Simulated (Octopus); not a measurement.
# AlN (Fm-3m) in Octopus: settings compared

Aim: see how the results for AlN move with the level of theory and the settings. Levels: PBE, LDA, PBEsol, RPBE, revPBE, BLYP. Tasks: single point.

Program: Octopus 16.4. These are calculated values, not measurements. Logs are shortened: lines on timing, memory, paths and dates and some standing lists are left out, and cuts for length are marked.

## (1) The structure

It takes space group Fm-3m (No. 225, cubic). Conventional cell: a = 4.069 Å, b = 4.069 Å, c = 4.069 Å, α = 90.00°, β = 90.00°, γ = 90.00°. Al (site symmetry m-3m) is surrounded by 6 N at 2.03 Å. Around N (site symmetry m-3m) lie 6 Al at 2.03 Å.

Measurements of this composition are mostly on another form, of space group No. 186.

## (2) Single point, PBE, 8.42 Å³/atom

inp reads:

```
CalculationMode = gs
UnitsOutput = eV_Angstrom
PeriodicDimensions = 3
ExperimentalFeatures = yes
PseudopotentialSet = pseudodojo_pbe
%LatticeParameters
 1*angstrom | 1*angstrom | 1*angstrom
%
%LatticeVectors
 0 | 2.034518 | 2.034518
 2.034518 | 0 | 2.034518
 2.034518 | 2.034518 | 0
%
%ReducedCoordinates
 "Al" | 0.5 | 0.5 | 0.5
 "N" | 0 | 0 | 0
%
%Spacing
 0.13078377*angstrom | 0.13078377*angstrom | 0.13078377*angstrom
%
DerivativesOrder = 8
%KPointsGrid
 11 | 11 | 11
%
KPointsUseSymmetries = yes
XCFunctional = gga_x_pbe + gga_c_pbe
SmearingFunction = fermi_dirac
Smearing = 0.05*eV
ExtraStates = 6
Eigensolver = chebyshev_filter
ConvRelDens = 1e-6
MaximumIter = 120
```

Potentials or basis: pseudodojo_pbe (PseudoDojo 0.5, PBE).

On the command line:

```sh
$ OMP_NUM_THREADS=1 octopus > out.log
```

out.log:

```text
Running octopus

[... 13 lines left out ...]

Input: [AllElectronType = no]
Input: [PseudopotentialSet = pseudodojo_pbe]
Reading Coordinates from ReducedCoordinates block

****************************** Species *******************************
  Species 'Al'
    type             : pseudopotential
    file             : 'Al.upf'
    file format      : UPF2
    valence charge   : 3.0
    atomic number    :  13
    form on file     : kleinman-bylander
    lmax             : 2
    llocal           : -1
    projectors per l : 2
    total projectors : 6
    application form : kleinman-bylander
    orbitals         :  4
    bound orbitals   :  4

  Species 'N'
    type             : pseudopotential
    file             : 'N.upf'
    file format      : UPF2
    valence charge   : 5.0
    atomic number    :   7
    form on file     : kleinman-bylander
    lmax             : 1
    llocal           : -1
    projectors per l : 2
    total projectors : 4
    application form : kleinman-bylander
    orbitals         :  4
    bound orbitals   :  4

**********************************************************************

***************************** Symmetries *****************************
Space group No.  225
International: Fm-3m
Schoenflies: Oh^5
Info: The system has    48 symmorphic symmetries that can be used.
  Index                Rotation matrix                      Fractional translations
    1 :     1   0   0     0   1   0     0   0   1      0.000000    0.000000    0.000000
    2 :    -1   0   0     0  -1   0     0   0  -1      0.000000    0.000000    0.000000
    3 :     1   0  -1     1   0   0     1  -1   0      0.000000    0.000000    0.000000
    4 :    -1   0   1    -1   0   0    -1   1   0      0.000000    0.000000    0.000000
    5 :     0   1  -1     1   0  -1     0   0  -1      0.000000    0.000000    0.000000
    6 :     0  -1   1    -1   0   1     0   0   1      0.000000    0.000000    0.000000
[... 40 lines left out ...]
   47 :     0   1  -1    -1   1   0     0   1   0      0.000000    0.000000    0.000000
   48 :     0  -1   1     1  -1   0     0  -1   0      0.000000    0.000000    0.000000
Info: The system also has     0 nonsymmorphic symmetries (not used for electrons).
**********************************************************************

Input: [CurvMethod = curv_affine]
Input: [DerivativesStencil = stencil_stargeneral]

****************************** Lattice *******************************
  Lattice Vectors [A]
    0.000000    2.034518    2.034518
    2.034518    0.000000    2.034518
    2.034518    2.034518    0.000000
  Cell volume =            16.8428 [A^3]
  Reciprocal-Lattice Vectors [A^-1]
   -1.544146    1.544146    1.544146
    1.544146   -1.544146    1.544146
    1.544146    1.544146   -1.544146
  Cell angles [degree]
    alpha =   60.000
    beta  =   60.000
    gamma =   60.000
**********************************************************************

Checking if the generated full k-point grid is symmetric

    56 k-points generated from parameters :
 ---------------------------------------------------
    n =   11   11   11

    s1  =  0.50  0.50  0.50

   index |      weight  |             coordinates              |
       1 |     0.000751 |    0.000000    0.000000    0.000000  |
       2 |     0.006011 |    0.090909    0.000000    0.000000  |
       3 |     0.004508 |    0.090909    0.090909    0.000000  |
       4 |     0.009016 |   -0.090909    0.090909    0.000000  |
       5 |     0.018032 |   -0.090909    0.090909    0.090909  |
       6 |     0.006011 |    0.181818    0.000000    0.000000  |
[... 48 lines left out ...]
      55 |     0.004508 |    0.454545    0.454545    0.000000  |
      56 |     0.009016 |   -0.454545    0.454545    0.000000  |

Input: [SmearingFunction = fermi_dirac]
Input: [SymmetrizeDensity = yes]

******************************* States *******************************
Total electronic charge  =        8.000
Number of states         =       10
States block-size        =        4
**********************************************************************
[... 5 lines left out ...]
Simulation Box:
  Type = parallelepiped
  Lengths [A] = (   2.877,   2.877,   2.877)
Main mesh:
  Spacing [A] = ( 0.131, 0.131, 0.131)    volume/point [A^3] =      0.00158
  # inner mesh =      10648
  # total mesh =      42920
  Grid Cutoff [eV] =  2198.441601    Grid Cutoff [Ry] =   161.582492
**********************************************************************

Input: [StatesPack = yes]
Input: [StatesOrthogonalization = cholesky_serial]

**************************** Theory Level ****************************
Input: [TheoryLevel = kohn_sham]

Exchange-correlation:
  Exchange
    Perdew, Burke & Ernzerhof (GGA)
    [1] J. P. Perdew, K. Burke, and M. Ernzerhof.,  Phys. Rev. Lett. 77, 3865 (1996)
    [2] J. P. Perdew, K. Burke, and M. Ernzerhof.,  Phys. Rev. Lett. 78, 1396 (1997)
  Correlation
    Perdew, Burke & Ernzerhof (GGA)
    [1] J. P. Perdew, K. Burke, and M. Ernzerhof.,  Phys. Rev. Lett. 77, 3865 (1996)
    [2] J. P. Perdew, K. Burke, and M. Ernzerhof.,  Phys. Rev. Lett. 78, 1396 (1997)

**********************************************************************
[... 5 lines left out ...]
**********************************************************************

Info: FFT grid dimensions       = 22 x 22 x 22
      Total grid size           = 10648 (      0.1 MiB )
      Inefficient FFT grid. A better grid would be: 24 24 24
Input: [FilterPotentials = filter_TS]
Info: Pseudopotential for Al
  Radii for localized parts:
    local part     =  1.4 A
    non-local part =  1.4 A
    orbitals       =  6.8 A

Info: Pseudopotential for N
  Radii for localized parts:
    local part     =  1.1 A
    non-local part =  1.0 A
    orbitals       =  4.2 A

Input: [RelativisticCorrection = non_relativistic]
[... 10 lines left out ...]
      Block       1 contains       4 states:       1 -       4
      Block       2 contains       4 states:       5 -       8
      Block       3 contains       2 states:       9 -      10
Info: Ground-state allocation done.
Info: Could not find 'restart/gs' directory for restart.
[... 18 lines left out ...]
** Warning:
**   Cannot do LCAO for all states because there are not enough atomic orbitals.
**   Required: 10. Available: 8. 2 orbitals will be randomized.

Info: Unnormalized total charge =      8.002615
Info: Renormalized total charge =      8.000000

** Warning:
**   Symmetrization discrepancy ratio (scalar) =  4.78605E-06

Info: Setting up Hamiltonian.
Info: Performing initial LCAO calculation with      8 orbitals.
Info: Getting Hamiltonian matrix elements.

Eigenvalues [eV]
 #st  Spin   Eigenvalue      Occupation
#k =       1, k = (  0.000000,  0.000000,  0.000000)
   1   --   -12.571762       2.000000
   2   --     3.805603       2.000000
   3   --     3.805603       2.000000
   4   --     3.806686       2.000000
   5   --    10.701493       2.000000
   6   --    25.867176       0.000000
   7   --    25.872596       0.000000
   8   --    25.872596       0.000000
#k =       2, k = (  0.090909,  0.000000,  0.000000)
   1   --   -12.388144       2.000000
   2   --     3.718767       2.000000
   3   --     4.039831       2.000000
   4   --     4.040791       2.000000
   5   --    11.280930       2.000000
   6   --    26.049480       0.000000
   7   --    26.054428       0.000000
   8   --    26.071531       0.000000
[... 54 further k-points ...]
Fermi energy =    14.342998 eV
Generating random wavefunctions for states        9 and above
Orthogonalizing wavefunctions.
Info: Ground-state restart information will be written to 'restart/gs'.
Info: SCF using complex wavefunctions.
Info: Starting SCF iteration.

** Warning:
**   Symmetrization discrepancy ratio (scalar) =  1.21278E-01

*********************** SCF CYCLE ITER #    1 ************************
 etot  = -3.84780528E+02 abs_ev   =  4.66E+01 rel_ev   =  3.06E+00
 ediff =        1.41E+01 abs_dens =  1.98E+00 rel_dens =  2.47E-01
Matrix vector products: 1400
Converged eigenvectors: 0

#  State  KPoint  Eigenvalue [eV]  Occupation    Error
      1       1      -12.706564    2.000000   ( 2.4E-06)
      1       2      -12.558204    2.000000   ( 8.7E-06)
      1       3      -12.509137    2.000000   ( 8.5E-06)
      1       4      -12.316209    2.000000   ( 2.3E-05)
      1       5      -12.174037    2.000000   ( 1.5E-05)
      1       6      -12.128490    2.000000   ( 3.7E-05)
      1      10      -11.941528    2.000000   ( 8.1E-06)
      1       7      -11.810308    2.000000   ( 8.6E-05)

  [output of 207 eigenvalues skipped: maximum error = 8.6E-03]

      4       7        3.467130    2.000000   ( 1.0E-03)
      3       3        3.512466    2.000000   ( 1.8E-03)
      4       3        3.513877    2.000000   ( 4.3E-03)
      4       4        3.633745    2.000000   ( 4.3E-04)
      3       2        3.651501    2.000000   ( 1.2E-03)
      4       2        3.652782    2.000000   ( 1.8E-03)
[... 9 lines left out ...]
      5      49       11.495270    0.000000   ( 2.5E-03)
      5      54       11.543664    0.000000   ( 2.9E-03)

  [output of 320 eigenvalues skipped: maximum error = 1.5E-01]

     10      49       30.259930    0.000000   ( 1.4E-01)
     10      55       30.523677    0.000000   ( 1.3E-01)
     10      50       30.777576    0.000000   ( 1.2E-01)
     10      54       30.982427    0.000000   ( 1.3E-01)
     10      42       31.323722    0.000000   ( 1.3E-01)
     10      47       31.563460    0.000000   ( 1.1E-01)
     10      56       31.723285    0.000000   ( 1.4E-01)
     10      33       32.099395    0.000000   ( 1.1E-01)

Density of states:

-----------------------%----------------------------------------------
----------------------%%%---------------------------------------------
-----------------%----%%%-------------------%%---%--------------------
-----%-----------%----%%%--------------%%---%%---%--------------------
----%%-----------%----%%%--------------%%-%-%%---%--------------------
----%%-----------%-%-%%%%--------------%%-%%%%%-%%-----%--------------
----%%-----------%%%%%%%%-------------%%%%%%%%%-%%--%%-%%-------------
---%%%-----------%%%%%%%%%------------%%%%%%%%%%%%%%%%-%%%-%%%--------
--%%%%----------%%%%%%%%%%------------%%%%%%%%%%%%%%%%%%%%%%%%----%---
-%%%%%----------%%%%%%%%%%-----------%%%%%%%%%%%%%%%%%%%%%%%%%%%%-%%%%
                              ^

Fermi energy =     6.863190 eV

**********************************************************************

*********************** SCF CYCLE ITER #    2 ************************
 etot  = -3.56367358E+02 abs_ev   =  1.13E+01 rel_ev   =  2.86E+00
 ediff =        1.04E+00 abs_dens =  7.66E-01 rel_dens =  9.57E-02
Matrix vector products: 1400
Converged eigenvectors: 0
[... 127 lines left out ...]
*********************** SCF CYCLE ITER #   13 ************************
 etot  = -3.47852356E+02 abs_ev   =  1.35E-05 rel_ev   =  3.13E-05
 ediff =        1.07E-06 abs_dens =  8.25E-07 rel_dens =  1.03E-07
Matrix vector products: 1400
Converged eigenvectors: 152

#  State  KPoint  Eigenvalue [eV]  Occupation    Error
      1       1      -11.124485    2.000000   ( 9.6E-08)
      1       2      -10.957971    2.000000   ( 8.6E-08)
      1       3      -10.902778    2.000000   ( 5.7E-08)
      1       4      -10.684757    2.000000   ( 8.7E-08)
      1       5      -10.523322    2.000000   ( 5.9E-08)
      1       6      -10.470938    2.000000   ( 1.0E-07)
      1      10      -10.257911    2.000000   ( 6.2E-08)
      1       7      -10.105520    2.000000   ( 8.5E-08)

  [output of 207 eigenvalues skipped: maximum error = 2.2E-07]

      4       7        5.930575    2.000000   ( 1.2E-07)
      3       3        5.939093    2.000000   ( 1.0E-07)
      4       3        5.939757    2.000000   ( 1.0E-07)
      4       4        6.136132    2.000000   ( 1.9E-07)
      3       2        6.140713    2.000000   ( 2.0E-07)
      4       2        6.141631    2.000000   ( 2.0E-07)
[... 9 lines left out ...]
      6      55       11.675805    0.000000   ( 1.1E-07)
      5      46       11.846821    0.000000   ( 1.5E-07)

  [output of 320 eigenvalues skipped: maximum error = 6.2E-02]

     10      34       28.593364    0.000000   ( 6.4E-02)
     10      53       28.713573    0.000000   ( 4.2E-02)
     10      49       29.038331    0.000000   ( 6.1E-02)
     10      55       29.155908    0.000000   ( 5.9E-02)
     10      47       29.211734    0.000000   ( 6.5E-02)
     10      54       29.707159    0.000000   ( 4.2E-02)
     10      50       29.798030    0.000000   ( 5.4E-02)
     10      56       29.986923    0.000000   ( 6.7E-02)

Density of states:

------------------------------------------%---------------------------
------------------%------%%%--------------%--%--%--%------------------
------------------%------%%%--------------%--%--%%%%------------------
------%-----------%------%%%--------------%--%--%%%%------%-----------
------%-----------%-----%%%%%-----------%%%--%-%%%%%-----%%--%--------
------%%----------%%--%-%%%%%-----------%%%--%%%%%%%%%--%%%%-%--------
-----%%%----------%%-%%%%%%%%-----------%%%%-%%%%%%%%%--%%%%-%--------
----%%%%----------%%%%%%%%%%%-----------%%%%%%%%%%%%%%-%%%%%-%-%%-----
--%%%%%%--------%%%%%%%%%%%%%%----------%%%%%%%%%%%%%%-%%%%%%%%%%-%---
-%%%%%%%--------%%%%%%%%%%%%%%--------%%%%%%%%%%%%%%%%%%%%%%%%%%%-%%-%
                                   ^

Fermi energy =     9.431219 eV

**********************************************************************

Info: SCF converged in   13 iterations

** Warning:
**   Some of the states are not fully converged!

Info: Number of matrix-vector products:      18200
Info: Finished writing information to 'restart/gs'.

Octopus emitted 17 warnings.
```

Wall time 2.3 min (1 thread of Arm Neoverse V2, shared host); peak memory 0.54 GiB.

Results:

* Free energy: -347.8523 eV
* Band gap on the k mesh: 4.62 eV, indirect (least direct gap 5.42 eV)

Caveat: an odd mesh through Γ misses points on the zone boundary, where band edges often lie.

## (3) Single point, LDA, 8.42 Å³/atom

Edit inp of step 2 so:

```diff
@@ -25,3 +25,3 @@
 KPointsUseSymmetries = yes
-XCFunctional = gga_x_pbe + gga_c_pbe
+XCFunctional = lda_x + lda_c_pw_mod
 SmearingFunction = fermi_dirac
```

Potentials or basis: pseudodojo_pbe (PseudoDojo 0.5, PBE).

On the command line:

```sh
$ OMP_NUM_THREADS=1 octopus > out.log
```

Wall time 2.3 min (1 thread of Arm Neoverse V2, shared host); peak memory 0.54 GiB.

It converged, with:

```
Free energy            : -347.0456 eV
Band gap on the k mesh : 4.56 eV, indirect (least direct gap 5.39 eV)
```

Caveat: the potentials were made for another functional, which shifts forces and pressure; an odd mesh through Γ misses points on the zone boundary, where band edges often lie.

## (4) Single point, PBEsol, 8.42 Å³/atom

Edit inp of step 3 so:

```diff
@@ -25,3 +25,3 @@
 KPointsUseSymmetries = yes
-XCFunctional = lda_x + lda_c_pw_mod
+XCFunctional = gga_x_pbe_sol + gga_c_pbe_sol
 SmearingFunction = fermi_dirac
```

On the command line:

```sh
$ OMP_NUM_THREADS=1 octopus > out.log
```

It took 2.2 min on 1 thread of Arm Neoverse V2, shared host; peak memory 0.54 GiB.

It converged, with:

* Free energy: -346.9487 eV
* Band gap on the k mesh: 4.55 eV, indirect (least direct gap 5.36 eV)

Caveat: the potentials were made for another functional, which shifts forces and pressure; an odd mesh through Γ misses points on the zone boundary, where band edges often lie.

## (5) Single point, RPBE, 8.42 Å³/atom

Edit inp of step 4 so:

```diff
@@ -25,3 +25,3 @@
 KPointsUseSymmetries = yes
-XCFunctional = gga_x_pbe_sol + gga_c_pbe_sol
+XCFunctional = gga_x_rpbe + gga_c_pbe
 SmearingFunction = fermi_dirac
```

On the command line:

```sh
$ OMP_NUM_THREADS=1 octopus > out.log
```

It took 2.4 min on 1 thread of Arm Neoverse V2, shared host; peak memory 0.54 GiB.

The run converged. Its results:

```yaml
Free_energy: -347.9841 eV
Band_gap_on_the_k_mesh: 4.63 eV, indirect (least direct gap 5.44 eV)
```

Caveat: the potentials were made for another functional, which shifts forces and pressure; an odd mesh through Γ misses points on the zone boundary, where band edges often lie.

## (6) Single point, revPBE, 8.42 Å³/atom

Edit inp of step 5 so:

```diff
@@ -25,3 +25,3 @@
 KPointsUseSymmetries = yes
-XCFunctional = gga_x_rpbe + gga_c_pbe
+XCFunctional = gga_x_pbe_r + gga_c_pbe
 SmearingFunction = fermi_dirac
```

Potentials or basis: pseudodojo_pbe (PseudoDojo 0.5, PBE).

On the command line:

```sh
$ OMP_NUM_THREADS=1 octopus > out.log
```

Run time: 2.7 min. Hardware: 1 thread of Arm Neoverse V2, shared host; peak memory 0.54 GiB.

It converged, with:

* Free energy: -347.9459 eV
* Band gap on the k mesh: 4.63 eV, indirect (least direct gap 5.43 eV)

Caveat: the potentials were made for another functional, which shifts forces and pressure; an odd mesh through Γ misses points on the zone boundary, where band edges often lie.

## (7) Single point, BLYP, 8.42 Å³/atom

Edit inp of step 6 so:

```diff
@@ -25,3 +25,3 @@
 KPointsUseSymmetries = yes
-XCFunctional = gga_x_pbe_r + gga_c_pbe
+XCFunctional = gga_x_b88 + gga_c_lyp
 SmearingFunction = fermi_dirac
@@ -32 +32,6 @@
 MaximumIter = 120
+%Output
+ density | cube
+ elf | cube
+ potential | cube
+%
```

On the command line:

```sh
$ OMP_NUM_THREADS=1 octopus > out.log
```

It took 2.2 min on 1 thread of Arm Neoverse V2, shared host; peak memory 0.54 GiB.

Results (log left out):

* Free energy: -346.2044 eV
* Band gap on the k mesh: 4.85 eV, indirect (least direct gap 5.74 eV)

Caveat: the potentials were made for another functional, which shifts forces and pressure; an odd mesh through Γ misses points on the zone boundary, where band edges often lie.
